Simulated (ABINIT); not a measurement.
# MoS2 (P6_3/mmc) in ABINIT: single point with LDA

Aim: the single point of MoS2 with LDA.

Everything below comes from runs of ABINIT 10.8.3 (patched build). Logs are shortened: lines on timing, memory, paths and dates and some standing lists are left out, and cuts for length are marked. The log counts tension as positive stress, the text compression.

**What was measured.**

From “Multiwavelength excitation Raman Scattering Analysis of bulk and 2 dimensional MoS2: Vibrational properties of atomically thin MoS2 layers”, 2015, arxiv:1506.03228, for a bulk crystal of MoS2 at 300 K: band gap 1.3 eV (indirect).

How close the calculation comes is told below.

## 1. The crystal as given

Symmetry: P6_3/mmc, No. 194, hexagonal system. The conventional cell has a = 3.169 Å, b = 3.169 Å, c = 12.324 Å, α = 90.00°, β = 90.00°, γ = 120.00°. Around Mo (site symmetry -6m2) lie 6 S at 2.41 Å. S (site symmetry 3m) has 3 Mo at 2.41 Å as nearest neighbours.

## 2. Single point, LDA

Input file run.abi:

```
# Pseudopotentials
pp_dirpath "./"
pseudos "Mo.upf, S.upf"

# Structure
acell 5.9885420889 5.988542089 23.2889847599
rprim
     1.0000000000     0.0000000000     0.0000000000
    -0.5000000000     0.8660254038     0.0000000000
     0.0000000000     0.0000000000     1.0000000000
ntypat 2
znucl 42 16
natom 6
typat 1 1 2 2 2 2
xred
     0.6666666667     0.3333333333     0.7500000000
     0.3333333333     0.6666666667     0.2500000000
     0.6666666667     0.3333333333     0.3770000000
     0.3333333333     0.6666666667     0.8770000000
     0.6666666667     0.3333333333     0.1230000000
     0.3333333333     0.6666666667     0.6230000000

# Plane-wave basis
ecut 35.0

# k points
kptopt 1
ngkpt 8 8 2
nshiftk 1
shiftk 0.0 0.0 0.0

# Exchange and correlation
ixc 7

# Bands and occupations
nband 32
occopt 3
tsmear 0.05 eV

# SCF cycle
nstep 100
tolvrs 1.0e-10

# Output
iomode 3
prtwf 0
prtden 0
prteig 0
prtebands 0
```

Potentials or basis: PseudoDojo NC SR LDA v0.4.1 standard.

Launch:

```bash
$ mpirun --bind-to none -np 4 abinit run.abi > log 2>&1
```

run.abo:

```text
.Version 10.8.3 of ABINIT
 Symmetries : space group P6_3/m m c (#194); Bravais hP (primitive hexag.)
================================================================================
 Values of the parameters that define the memory need of the present run
     intxc =       0    ionmov =       0      iscf =       7    lmnmax =       6
     lnmax =       6     mgfft =     128  mpssoang =       3    mqgrid =    6203
     natom =       6  nloc_mem =       1    nspden =       1   nspinor =       1
    nsppol =       1      nsym =      24    n1xccc =    2501    ntypat =       2
    occopt =       3   xclevel =       1
       mpw =        7198          nfft =      131072          nkpt =          20
================================================================================
================================================================================

--------------------------------------------------------------------------------
------------- Echo of variables that govern the present computation ------------
--------------------------------------------------------------------------------
 -outvars: echo values of preprocessed input variables --------
            acell      5.9885420889E+00  5.9885420890E+00  2.3288984760E+01 Bohr
              amu      9.59400000E+01  3.20660000E+01
             ecut      3.50000000E+01 Hartree
              ixc           7
         kptrlatt        8    0    0      0    8    0      0    0    2
          kptrlen      4.65779695E+01
            natom           6
            nband          32
            ngfft          32      32     128
             nkpt          20
            nstep         100
             nsym          24
           ntypat           2
           occopt           3
           prtden           0
        prtebands           0
           prteig           0
            prtwf           0
            rprim      1.0000000000E+00  0.0000000000E+00  0.0000000000E+00
                      -5.0000000000E-01  8.6602540380E-01  0.0000000000E+00
                       0.0000000000E+00  0.0000000000E+00  1.0000000000E+00
          spgroup         194
           tolvrs      1.00000000E-10
           tsmear      1.83746611E-03 Hartree
            typat      1  1  2  2  2  2
           xangst      1.5844999989E+00  9.1481150094E-01  9.2429999937E+00
                      -1.7639436524E-11  1.8296230019E+00  3.0809999979E+00
                       1.5844999989E+00  9.1481150094E-01  4.6461479969E+00
                      -1.7639436524E-11  1.8296230019E+00  1.0808147993E+01
                       1.5844999989E+00  9.1481150094E-01  1.5158519990E+00
                      -1.7639436524E-11  1.8296230019E+00  7.6778519948E+00
            xcart      2.9942710444E+00  1.7287431936E+00  1.7466738570E+01
                      -3.3333704046E-11  3.4574863872E+00  5.8222461900E+00
                       2.9942710444E+00  1.7287431936E+00  8.7799472545E+00
                      -3.3333704046E-11  3.4574863872E+00  2.0424439634E+01
                       2.9942710444E+00  1.7287431936E+00  2.8645451255E+00
                      -3.3333704046E-11  3.4574863872E+00  1.4509037505E+01
             xred      6.6666666667E-01  3.3333333333E-01  7.5000000000E-01
                       3.3333333333E-01  6.6666666667E-01  2.5000000000E-01
                       6.6666666667E-01  3.3333333333E-01  3.7700000000E-01
                       3.3333333333E-01  6.6666666667E-01  8.7700000000E-01
                       6.6666666667E-01  3.3333333333E-01  1.2300000000E-01
                       3.3333333333E-01  6.6666666667E-01  6.2300000000E-01
            znucl       42.00000   16.00000

================================================================================

 chkinp: Checking input parameters for consistency.

================================================================================
== DATASET  1 ==================================================================

--- !DatasetInfo
iteration_state: {dtset: 1, }
dimensions: {natom: 6, nkpt: 20, mband: 32, nsppol: 1, nspinor: 1, nspden: 1, mpw: 7198, }
cutoff_energies: {ecut:  35.0, pawecutdg:  -1.0, }
electrons: {nelect:   5.20000000E+01, charge:   0.00000000E+00, occopt:   3.00000000E+00, tsmear:   1.83746611E-03, }
meta: {optdriver: 0, ionmov: 0, optcell: 0, iscf: 7, paral_kgb: 0, }
...

 Exchange-correlation functional for the present dataset will be:
  LDA: Perdew-Wang 92 LSD fit to Ceperley-Alder data - ixc=7
  J.P.Perdew and Y.Wang, PRB 45, 13244 (1992)

 Real(R)+Recip(G) space primitive vectors, cartesian coordinates (Bohr,Bohr^-1):
[... 87 lines left out ...]
 Integrated electronic density in atomic spheres:
 ------------------------------------------------
 Atom  Sphere_radius  Integrated_density
    1        2.00000         10.49607361
    2        2.00000         10.49607361
    3        2.00000          3.91579524
    4        2.00000          3.91579524
    5        2.00000          3.91579524
    6        2.00000          3.91579524
================================================================================

 ----iterations are completed or convergence reached----

 Mean square residual over all n,k,spin=   11.782E-07; max=  25.415E-05
 reduced coordinates (array xred) for    6 atoms
       0.666666666667      0.333333333333      0.750000000000
       0.333333333333      0.666666666667      0.250000000000
       0.666666666667      0.333333333333      0.377000000000
       0.333333333333      0.666666666667      0.877000000000
       0.666666666667      0.333333333333      0.123000000000
       0.333333333333      0.666666666667      0.623000000000
 rms dE/dt=  1.0060E-01; max dE/dt=  2.1340E-01; dE/dt below (all hartree)
    1       0.000000000000      0.000000000000      0.000000000000
    2      -0.000000000000      0.000000000000      0.000000000000
    3      -0.000000000000     -0.000000000000      0.213401184220
    4      -0.000000000000      0.000000000000      0.213401184220
    5       0.000000000000      0.000000000000     -0.213401184220
    6       0.000000000000      0.000000000000     -0.213401184220

 cartesian coordinates (angstrom) at end:
    1      1.58449999890590     0.91481150093609     9.24299999373421
    2     -0.00000000001764     1.82962300187218     3.08099999791140
    3      1.58449999890590     0.91481150093609     4.64614799685039
    4     -0.00000000001764     1.82962300187218    10.80814799267320
    5      1.58449999890590     0.91481150093609     1.51585199897241
    6     -0.00000000001764     1.82962300187218     7.67785199479521

 cartesian forces (hartree/bohr) at end:
    1     -0.00000000000000    -0.00000000000000     0.00000000000000
    2      0.00000000000000    -0.00000000000000     0.00000000000000
    3     -0.00000000000000     0.00000000000000    -0.00916318106693
    4      0.00000000000000     0.00000000000000    -0.00916318106693
    5     -0.00000000000000     0.00000000000000     0.00916318106693
    6     -0.00000000000000    -0.00000000000000     0.00916318106693
 frms,max,avg= 4.3195650E-03 9.1631811E-03   0.000E+00  0.000E+00  0.000E+00 h/b

 cartesian forces (eV/Angstrom) at end:
    1     -0.00000000000000    -0.00000000000000     0.00000000000000
    2      0.00000000000000    -0.00000000000000     0.00000000000000
    3     -0.00000000000000     0.00000000000000    -0.47118971544102
    4      0.00000000000000     0.00000000000000    -0.47118971544102
    5     -0.00000000000000     0.00000000000000     0.47118971544102
    6     -0.00000000000000    -0.00000000000000     0.47118971544102
 frms,max,avg= 2.2212096E-01 4.7118972E-01   0.000E+00  0.000E+00  0.000E+00 e/A
 length scales=  5.988542088900  5.988542089000 23.288984759900 bohr
              =  3.168999997829  3.168999997882 12.323999991646 angstroms
 Fermi (or HOMO) energy (hartree) =   0.31834   Average Vxc (hartree)=  -0.41408
 Eigenvalues (hartree) for nkpt=  20  k points:
 kpt#   1, nband= 32, wtk=  0.00781, kpt=  0.0000  0.0000  0.0000 (reduced coord)
  -1.95213   -1.95213   -1.00445   -1.00444   -0.99578   -0.99578   -0.99577   -0.99577
  -0.24431   -0.23413   -0.19944   -0.18261    0.05009    0.08930    0.17343    0.18308
   0.18308    0.18356    0.18356    0.22357    0.22357    0.22529    0.22529    0.25974
   0.26126    0.30389    0.38042    0.38070    0.38214    0.38290    0.38706    0.39201
      occupation numbers for kpt#   1
   2.00000    2.00000    2.00000    2.00000    2.00000    2.00000    2.00000    2.00000
   2.00000    2.00000    2.00000    2.00000    2.00000    2.00000    2.00000    2.00000
   2.00000    2.00000    2.00000    2.00000    2.00000    2.00000    2.00000    2.00000
   2.00000    1.99923    0.00000    0.00000    0.00000    0.00000    0.00000    0.00000
 prteigrs : prtvol=0 or 1, do not print more k-points.

--- !EnergyTerms
iteration_state     : {dtset: 1, }
comment             : Components of total free energy in Hartree
kinetic             :  5.99263949234435E+01
hartree             :  5.39866457659291E+01
xc                  : -3.32315940199458E+01
Ewald energy        : -1.19847493876065E+02
psp_core            :  4.76872550589846E+00
local_psp           : -1.74115161459380E+02
non_local_psp       :  2.33239844932388E+01
internal            : -1.85188498666881E+02
'-kT*entropy'       : -2.27291105101688E-07
total_energy        : -1.85188498894172E+02
total_energy_eV     : -5.03923577172274E+03
band_energy         : -1.64508698062832E+01
...

 Cartesian components of stress tensor (hartree/bohr^3)
  sigma(1 1)=  2.04301468E-04  sigma(3 2)=  0.00000000E+00
  sigma(2 2)=  2.04301468E-04  sigma(3 1)=  0.00000000E+00
  sigma(3 3)=  1.89200390E-04  sigma(2 1)=  6.55305543E-14

-Cartesian components of stress tensor (GPa)         [Pressure= -5.8627E+00 GPa]
- sigma(1 1)=  6.01075672E+00  sigma(3 2)=  0.00000000E+00
- sigma(2 2)=  6.01075670E+00  sigma(3 1)=  0.00000000E+00
- sigma(3 3)=  5.56646766E+00  sigma(2 1)=  1.92797547E-09

== END DATASET(S) ==============================================================
================================================================================

 -outvars: echo values of variables after computation  --------
            acell      5.9885420889E+00  5.9885420890E+00  2.3288984760E+01 Bohr
           etotal     -1.8518849889E+02
            fcart     -5.6953493834E-28 -8.8262519198E-28  2.8912057933E-19
                       8.6929016904E-28 -5.1919128931E-29  2.8912057933E-19
                      -2.9975523070E-29  4.6727216046E-28 -9.1631810669E-03
                       1.4987761535E-28  3.6343390258E-28 -9.1631810669E-03
                      -2.0982866149E-28  1.5575738682E-28  9.1631810669E-03
                      -2.0982866149E-28 -5.1919128942E-29  9.1631810669E-03
            rprim      1.0000000000E+00  0.0000000000E+00  0.0000000000E+00
                      -5.0000000000E-01  8.6602540380E-01  0.0000000000E+00
                       0.0000000000E+00  0.0000000000E+00  1.0000000000E+00
           strten      2.0430146827E-04  2.0430146780E-04  1.8920039005E-04
                       0.0000000000E+00  0.0000000000E+00  6.5530554253E-14
           xangst      1.5844999989E+00  9.1481150094E-01  9.2429999937E+00
                      -1.7639436524E-11  1.8296230019E+00  3.0809999979E+00
                       1.5844999989E+00  9.1481150094E-01  4.6461479969E+00
                      -1.7639436524E-11  1.8296230019E+00  1.0808147993E+01
                       1.5844999989E+00  9.1481150094E-01  1.5158519990E+00
                      -1.7639436524E-11  1.8296230019E+00  7.6778519948E+00
             xred      6.6666666667E-01  3.3333333333E-01  7.5000000000E-01
                       3.3333333333E-01  6.6666666667E-01  2.5000000000E-01
                       6.6666666667E-01  3.3333333333E-01  3.7700000000E-01
                       3.3333333333E-01  6.6666666667E-01  8.7700000000E-01
                       6.6666666667E-01  3.3333333333E-01  1.2300000000E-01
                       3.3333333333E-01  6.6666666667E-01  6.2300000000E-01
 Calculation completed.
```

Wall time 85 s (4 MPI ranks of Intel Xeon Platinum 8259CL at 2.50GHz (Skylake/Cascade Lake), shared host); peak memory 0.4 GiB.

What came out:

| Property | Result |
| --- | --- |
| Free energy | -5039.2358 eV |
| Pressure | -5.9 GPa |
| Largest force | 0.471 eV/Å |
| Band gap on the k mesh | 0.91 eV, indirect (least direct gap 1.93 eV) |
| Valence electrons inside the program's atomic spheres | Mo 10.50; S 3.92 |

Forces on the atoms (eV/Å):
```
Mo   0.000  0.000  0.000
Mo   0.000  0.000  0.000
S    0.000  0.000 -0.471
S    0.000  0.000 -0.471
S    0.000  0.000  0.471
S    0.000  0.000  0.471
```

Stress tensor (GPa, compression positive):
```
-6.01  0.00  0.00
 0.00 -6.01  0.00
 0.00  0.00 -5.57
```

Levels at points of the mesh, in eV from the valence-band top:
```tsv
k point	band 24	band 25	band 26	band 27	band 28	band 29
(0.00, 0.00, 0.00)	-1.20	-1.16	0.00	2.08	2.09	2.13
(0.50, 0.00, 0.00)	-1.52	-1.42	-1.29	1.57	1.62	1.95
(0.00, 0.00, 0.50)	-2.16	-0.27	-0.27	2.09	2.09	2.09
(0.50, 0.00, 0.50)	-1.62	-1.35	-1.35	1.59	1.59	2.11
```

## 3. Comparison with measurements

Step 2. Measured gap of MoS2: 1.3 eV (indirect; 300 K; “Multiwavelength excitation Raman Scattering Analysis of bulk and 2 dimensional MoS2: Vibrational properties of atomically thin MoS2 layers”, 2015, arxiv:1506.03228). This calculation gives 0.91 eV (-0.39 eV). Spin-orbit coupling on Mo is left out. The value is that of LDA on a finite k mesh, which can miss the band edges, without temperature or zero-point motion. Semilocal functionals fall short of measured gaps as a rule.
